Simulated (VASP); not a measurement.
FeO:

```xyz
2
Lattice="-1.6021 1.6021 2.0834 1.6021 -1.6021 2.0834 1.6021 1.6021 -2.0834" Properties=species:S:1:pos:R:3 pbc="T T T"
Fe    0.0000    0.0000    0.0000
O     0.0000    0.0000    2.0834
```

The cell comes from a database or a generator and needn't be the stable form of this composition.

| Quantity | Value |
| --- | --- |
| Program | VASP 6.6.1 |
| Task | relaxation of cell and atoms |
| Functional | PBEsol |
| Potentials or basis | VASP PAW PBE potentials, release 64 (Fe, O) |
| Cutoff | 600 eV |
| k mesh | 10 × 10 × 10 |
| Occupations | fermi-dirac, width 0.05 eV |
| Spin | collinear spin, ferromagnetic start |
| Starting moments | [3.0, 0.0] μB |

At the start: pressure -16.1 GPa; volume 10.70 Å³/atom.

How do energy, volume and symmetry change on relaxing?

Over 9 steps the energy falls by 77.2 meV/atom and the volume is 9.58 Å³/atom (-10.5 %); space group Fm-3m (No. 225, to 0.05 Å); moment 4.00 μB per cell.

The path:
| step | energy change (eV) | largest force (eV/Å) | pressure (GPa) | volume (Å³) |
| --- | --- | --- | --- | --- |
| 1 | 0.0000 | 0.0000 | -16.15 | 21.39 |
| 2 | -0.0862 | 0.0000 | 11.78 | 18.22 |
| 3 | -0.1196 | 0.0000 | 0.69 | 19.23 |
| 4 | -0.1432 | 0.0000 | 1.51 | 19.06 |
| 5 | -0.1511 | 0.0000 | 3.19 | 18.88 |
| 6 | -0.1520 | 0.0000 | -2.88 | 19.43 |
| 7 | -0.1543 | 0.0000 | -0.17 | 19.17 |
| 8 | -0.1544 | 0.0000 | -0.09 | 19.16 |
| 9 | -0.1545 | 0.0000 | 0.02 | 19.15 |

Final structure:
```
Fe O
1.0
    -1.50144    1.50144    2.12404
     1.50144   -1.50144    2.12404
     1.50144    1.50144   -2.12404
Fe O
1 1
Direct
  0.00000 0.00000 0.00000
  0.50000 0.50000 0.00000
```

Caveat: the PAW data sets were made with another functional, which shifts forces and pressure a little; a cell with one magnetic atom can't hold antiferromagnetic order, which such compounds often take.
